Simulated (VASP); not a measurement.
The system is AlGaN2.

```
Ga Al N
1.0
     3.16689    0.00000    5.07838
     3.16689    0.00000   -5.07838
    -3.16689    5.48522    0.00000
Ga Al N
4 4 8
Direct
  0.08298 0.58369 0.16667
  0.58298 0.08369 0.16667
  0.16631 0.16702 0.33333
  0.16631 0.16702 0.83333
  0.08298 0.58369 0.66667
  0.58298 0.08369 0.66667
  0.66631 0.66702 0.33333
  0.66631 0.66702 0.83333
  0.27369 0.39298 0.16667
  0.27369 0.39298 0.66667
  0.77369 0.89298 0.16667
  0.77369 0.89298 0.66667
  0.35702 0.97631 0.33333
  0.85702 0.47631 0.33333
  0.35702 0.97631 0.83333
  0.85702 0.47631 0.83333
```

The cell comes from a database or a generator and needn't be the stable form of this composition.

| Quantity | Value |
| --- | --- |
| Program | VASP 6.6.1 |
| Task | relaxation of cell and atoms |
| Functional | PBEsol |
| Potentials or basis | VASP PAW PBE potentials, release 64 (Ga_d, Al, N) |
| Cutoff | 600 eV |
| k mesh | 2 × 2 × 2 |
| Occupations | gaussian, width 0.02 eV |
| Spin | no spin polarisation |

At the start: pressure -2.0 GPa; volume 11.03 Å³/atom.

Problem. Where does the relaxation end?

Solution. Over 10 steps the energy falls by 12.2 meV/atom and the volume is 10.90 Å³/atom (-1.2 %); space group P1 (No. 1, to 0.05 Å).

The path:
```
step  energy change (eV)  largest force (eV/Å)  pressure (GPa)  volume (Å³)
   1              0.0000                1.0983           -2.03       176.43
   2             -0.1737                0.2773            1.72       172.89
   3             -0.1794                0.2397            1.10       173.41
   4             -0.1909                0.1008           -0.66       174.99
   5             -0.1916                0.1014           -0.34       174.69
   6             -0.1940                0.0632            0.04       174.35
   7             -0.1941                0.0632            0.11       174.29
   8             -0.1948                0.0301           -0.03       174.38
   9             -0.1949                0.0324           -0.08       174.43
  10             -0.1952                0.0171            0.07       174.32
```

Final structure:
```
Ga Al N
1.0
     3.14455    0.00090    5.08497
     3.14422   -0.00281   -5.08476
    -3.14604    5.45239    0.00190
Ga Al N
4 4 8
Cartesian
  1.5672 0.9031 -2.5461
  1.5756 0.9100 2.5593
  0.0009 1.8251 0.0078
  -1.5717 4.5336 0.0096
  -0.0054 3.6355 -2.5517
  0.0025 3.6425 2.5543
  3.1441 1.8232 -0.0005
  1.5704 4.5318 0.0000
  1.5995 0.9179 -0.5988
  0.0268 3.6508 -0.6542
  4.6883 0.8858 -0.5706
  3.1146 3.6162 -0.6259
  3.1460 1.8564 -3.1355
  3.1415 1.8549 1.9002
  1.5736 4.5091 -3.1245
  1.5680 4.5063 1.9116
```

Caveat: the k mesh is coarse (spacing up to 0.65 Å⁻¹), so the values aren't converged; the PAW data sets were made with another functional, which shifts forces and pressure a little.
